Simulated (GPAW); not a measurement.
# MgS (F-43m) in GPAW: equation of state

How stiff is MgS in PBE, and what volume does it want? The cell is scaled to several volumes.

Everything below comes from runs of GPAW 26.7.0. Logs are shortened: lines on timing, memory, paths and dates and some standing lists are left out, and cuts for length are marked. The log counts tension as positive stress, the text compression.

### 1 Starting point

The structure is cubic, space group F-43m (No. 216). The conventional cell has a = 5.666 Å, b = 5.666 Å, c = 5.666 Å, α = 90.00°, β = 90.00°, γ = 90.00°. S (site symmetry -43m) has 4 Mg at 2.45 Å as nearest neighbours. Around Mg (site symmetry -43m) lie 4 S at 2.45 Å.

The cell comes from a database or a generator and needn't be the stable form of this composition.

### 2 Equation of state, PBE

File run.py:

```python
from ase.eos import EquationOfState
from ase.io import Trajectory, read
from ase.units import GPa
from gpaw import GPAW, PW

atoms = read('MgS.xyz')

traj = Trajectory('eos.traj', 'w')
volumes, energies = [], []
for x in [0.94, 0.96, 0.98, 1.0, 1.02, 1.04, 1.06]:
    a = atoms.copy()
    a.set_cell(atoms.cell * x**(1 / 3), scale_atoms=True)
    calc = GPAW(mode=PW(800),
                xc='PBE',
                kpts={'size': (8, 8, 8), 'gamma': True},
                occupations={'name': 'fermi-dirac', 'width': 0.05},
                nbands=16,
                convergence={'density': 1e-05, 'energy': 1e-05},
                maxiter=150,
                txt=f'eos-{x:.2f}.txt')
    a.calc = calc
    energies.append(a.get_potential_energy(force_consistent=True))
    volumes.append(a.get_volume())
    p = -a.get_stress()[:3].mean() / GPa
    calc.write(f'eos-{x:.2f}.gpw')
    traj.write(a)
    print(f'{x:.2f} {volumes[-1]:10.4f} A^3 {energies[-1]:14.6f} eV {p:9.3f} GPa', flush=True)

v0, e0, B = EquationOfState(volumes, energies, eos='birchmurnaghan').fit()
print(f'V0 = {v0:.4f} A^3, E0 = {e0:.6f} eV, B0 = {B / GPa:.2f} GPa')
```

File MgS.xyz:

```xyz
2
Lattice="0.0000000000 2.8331200468 2.8331200468 2.8331200468 0.0000000000 2.8331200468 2.8331200468 2.8331200468 0.0000000000" Properties=species:S:1:pos:R:3 pbc="T T T"
S      1.4165600234      1.4165600234      1.4165600234
Mg     0.0000000000      0.0000000000      0.0000000000
```

Potentials or basis: GPAW PAW data sets (gpaw-data 1.2.1), pw.

On the command line:

```console
$ OMP_NUM_THREADS=1 python run.py
```

Output:

```text
__  _  _
 | _ |_)|_||  |
 |__||  | ||/\| - 26.7.0

Input parameters:
  mode=PW(ecut=800.0),
  convergence={'density': 1e-05, 'energy': 1e-05},
  kpts=MonkhorstPack(size=(8, 8, 8), gamma=True),
  maxiter=150,
  nbands=16,
  occupations=Occupations(name='fermi-dirac', width=0.05),
  xc=XC(name='PBE')

Diagonalizing LCAO Hamiltonian
Converting LCAO to pw mode

           S

       Mg

Atoms  # Å, Bohr magnetons
|   | symbol |        x |        y |        z |    initial magnetic moments |
|---|--------|----------|----------|----------|-----------------------------|
| 0 |      S | 1.387643 | 1.387643 | 1.387643 | ( 0.0000,  0.0000,  0.0000) |
| 1 |     Mg | 0.000000 | 0.000000 | 0.000000 | ( 0.0000,  0.0000,  0.0000) |

Unit cell  # Å
| periodic |        x |        y |        z |  lengths |    angles |
|----------|----------|----------|----------|----------|-----------|
|      yes | 0.000000 | 2.775285 | 2.775285 | 3.924846 | 60.000000 |
|      yes | 2.775285 | 0.000000 | 2.775285 | 3.924846 | 60.000000 |
|      yes | 2.775285 | 2.775285 | 0.000000 | 3.924846 | 60.000000 |

Number of symmetries: 24
Symmetry operations  # r_c * U_cc + t_c -> r_c
|    | kind |            matrix            |
|----|------|------------------------------|
|  0 |  E   |  1, 0, 0,  0, 1, 0,  0, 0, 1 |
|  1 |  σ   |  1, 0, 0,  0, 0, 1,  0, 1, 0 |
|  2 |  σ   |  1, 0,-1,  0, 1,-1,  0, 0,-1 |
|  3 |  C3  |  1, 0,-1,  0, 0,-1,  0, 1,-1 |
|  4 |  C3  |  1,-1, 0,  0,-1, 1,  0,-1, 0 |
|  5 |  σ   |  1,-1, 0,  0,-1, 0,  0,-1, 1 |
|  6 |  σ   |  0, 1, 0,  1, 0, 0,  0, 0, 1 |
|  7 |  C3  |  0, 1, 0,  0, 0, 1,  1, 0, 0 |
|  8 |  C2  |  0, 1,-1,  1, 0,-1,  0, 0,-1 |
|  9 |  S4  |  0, 1,-1,  0, 0,-1,  1, 0,-1 |
| 10 |  C3  |  0, 0, 1,  1, 0, 0,  0, 1, 0 |
| 11 |  σ   |  0, 0, 1,  0, 1, 0,  1, 0, 0 |
| 12 |  S4  |  0, 0,-1,  1, 0,-1,  0, 1,-1 |
| 13 |  C3  |  0, 0,-1,  0, 1,-1,  1, 0,-1 |
| 14 |  S4  |  0,-1, 1,  1,-1, 0,  0,-1, 0 |
| 15 |  C2  |  0,-1, 1,  0,-1, 0,  1,-1, 0 |
| 16 |  C3  |  0,-1, 0,  1,-1, 0,  0,-1, 1 |
| 17 |  S4  |  0,-1, 0,  0,-1, 1,  1,-1, 0 |
| 18 |  S4  | -1, 1, 0, -1, 0, 1, -1, 0, 0 |
| 19 |  C3  | -1, 1, 0, -1, 0, 0, -1, 0, 1 |
| 20 |  C3  | -1, 0, 1, -1, 1, 0, -1, 0, 0 |
| 21 |  S4  | -1, 0, 1, -1, 0, 0, -1, 1, 0 |
| 22 |  σ   | -1, 0, 0, -1, 1, 0, -1, 0, 1 |
| 23 |  C2  | -1, 0, 0, -1, 0, 1, -1, 1, 0 |

BZ-sampling:
  Number of BZ points: 512
  Number of IBZ points: 29

  Monkhorst-Pack size: [8, 8, 8]
  Monkhorst-Pack shift: [0.0625, 0.0625, 0.0625]

K-points  # in reciprocal-cell coordinates
|     |                                coordinates |     weight |
|-----|--------------------------------------------|------------|
|   0 | (  0.00000000,   0.00000000,   0.00000000) | 0.00195312 |
|   1 | (  0.12500000,   0.12500000,   0.00000000) | 0.01171875 |
|   2 | (  0.12500000,   0.12500000,   0.12500000) | 0.01562500 |
|   3 | (  0.25000000,   0.12500000,   0.12500000) | 0.02343750 |
|   4 | (  0.25000000,   0.25000000,   0.00000000) | 0.01171875 |
|   5 | (  0.25000000,   0.25000000,   0.12500000) | 0.04687500 |
|   6 | (  0.25000000,   0.25000000,   0.25000000) | 0.01562500 |
|   7 | (  0.37500000,   0.25000000,  -0.37500000) | 0.04687500 |
|   8 | (  0.37500000,   0.25000000,   0.12500000) | 0.04687500 |
|   9 | (  0.37500000,   0.25000000,   0.25000000) | 0.04687500 |
| ... |                                            |            |
|  28 | (  0.50000000,   0.50000000,   0.50000000) | 0.00781250 |

Plane wave coefficients: 2211
Cutoff: 800.0 eV

Spin-components: 1 (collinear spins)
Bands:           16
Projectors:      10
Spin-degeneracy: 2
Datatype:        complex128

Density:
  Valence electrons: 16.0
  Components: 1
  Grid points: [27 27 27]
  Charge: 0.0  # |e|

Potential:
  Grid points: [27 27 27]

species:
  S:
    name:    Sulfur
    Z:       16.0
    valence: 6
    core:    10
    charge:  0.0  # [|e|]
    compensation charges:
      type: gauss
      rc: 0.24  # [Å]
      lmax: 2
    cutoffs:
      filter: 1.77  # [Å]
      core: 1.66  # [Å]
    projectors
    | kind |    occ | energy [eV] | rcut [Å] |
    |------|--------|-------------|----------|
    |   3s |  2.000 |     -17.254 |    0.974 |
    |   3p |  4.000 |      -7.008 |    0.979 |
    |    s |        |       9.957 |    0.974 |
    |    p |        |      20.203 |    0.979 |
    |    d |        |       0.000 |    0.900 |

    Using partial waves for S as LCAO basis

  Mg:
    name:    Magnesium
    Z:       12.0
    valence: 10
    core:    2
    charge:  0.0  # [|e|]
    compensation charges:
      type: gauss
      rc: 0.33  # [Å]
      lmax: 2
    cutoffs:
      filter: 1.86  # [Å]
      core: 0.54  # [Å]
    projectors
    | kind |    occ | energy [eV] | rcut [Å] |
    |------|--------|-------------|----------|
    |   2s |  2.000 |     -79.840 |    1.090 |
    |   3s |  2.000 |      -4.705 |    1.090 |
    |   2p |  6.000 |     -46.613 |    1.085 |
    |   3p |  0.000 |      -1.330 |    1.085 |
    |    d |        |       0.000 |    1.037 |

    Using partial waves for Mg as LCAO basis

Reference energy: -16307.264786  # eV

eigensolver:
  PPCG
  Converge bands: occupied
  niter=2

density mixing:
  MSR1-Mixer
  Pratt-step length: 0.05
  Maximum mixing coefficient: 0.75
  Old densities: 10
  SVD Regularization: 0.005
  Good broyden scale: 1.0
  Trust region scale: 1.0
  Backstep threshold: 4.0
  History deletion threshold: 6.0
  Fourier metric: weight=20.0, sigma=0.015

occupation numbers:
  Fermi-Dirac:
    width: 0.0500  # eV

poisson solver:
  ecut: 6400.0  # eV

xc functional:
[... 9 lines left out ...]
|iter     | |      energy | eigst |  dens |
|---------|-|-------------|-------|-------|
|iter:   1| |   -8.921524 | -0.01 |       |
|iter:   2| |   -8.836941 | -1.72 | -1.08 |
|iter:   3| |   -8.518528 | -1.42 | -1.12 |
|iter:   4| |   -8.527360 | -3.15 | -1.74 |
|iter:   5| |   -8.529651 | -3.54 | -2.15 |
|iter:   6| |   -8.529680 | -5.08 | -3.22 |
|iter:   7| |   -8.529685c| -6.43 | -3.63 |
|iter:   8| |   -8.529685c| -7.73c| -4.89 |
|iter:   9| |   -8.529685c| -8.24c| -5.35c|

Converged in 9 steps
Energy contributions relative to reference atoms: (reference = -16307.264786)

Energy contributions:
  Kinetic:          11.608525
  Coulomb:         -10.064046
  Zero:              0.067770
  External:          0.000000
  Xc:              -10.141935
  Entropy:          -0.000000
  Spinorbit:         0.000000
  ----------------------------
  Free energy:      -8.529685
  Extrapolated:     -8.529685

dipole moment: (-10.679671, -10.679671, -10.679671)  # |e|*Ang

Fermi level: 3.358
Eigenvalues  # (at kpt = [0.000, 0.000, 0.000])
| band index |      eig [eV] | occ [0-2] |
|------------|---------------|-----------|
|          0 |       -71.514 |     2.000 |
|          1 |       -38.293 |     2.000 |
|          2 |       -38.293 |     2.000 |
|          3 |       -38.293 |     2.000 |
|          4 |        -9.276 |     2.000 |
|          5 |         2.199 |     2.000 |
|          6 |         2.199 |     2.000 |
|          7 |         2.199 |     2.000 |
|          8 |         5.965 |     0.000 |
|          9 |        10.280 |     0.000 |
|         10 |        10.280 |     0.000 |
|         11 |        10.280 |     0.000 |
|         12 |        13.087 |     0.000 |
|         13 |        13.087 |     0.000 |
|         14 |        16.473 |     0.000 |
|         15 |        16.481 |     0.000 |

Gap: 3.766 eV
Transition (v -> c):
  (s=0, k=0, n=7, [0.00, 0.00, 0.00]) -> (s=0, k=0, n=8, [0.00, 0.00, 0.00])
No difference between direct/indirect transitions

Stress tensor  # eV/Ang^3
|         x |         y |         z |
|-----------|-----------|-----------|
| -0.031490 |  0.000000 | -0.000000 |
|  0.000000 | -0.031490 | -0.000000 |
| -0.000000 | -0.000000 | -0.031490 |

# Writing to eos-0.94.gpw (mode='')
```

Wall time 2.8 min (1 thread of AMD EPYC 7R43 (Zen 3), shared host); peak memory 0.33 GiB.

Results:

```yaml
Equilibrium_volume: 23.11 Å³/atom
Bulk_modulus: 55 GPa
Pressure_derivative_of_the_bulk_modulus: 4.1
```

Energy against volume, from the lowest point:
```
volume (Å³/atom)  energy (meV/atom)
          21.376              25.65
          21.831              13.45
          22.285               5.37
          22.740               1.00
          23.195               0.00
          23.650               2.04
          24.105               6.83
```
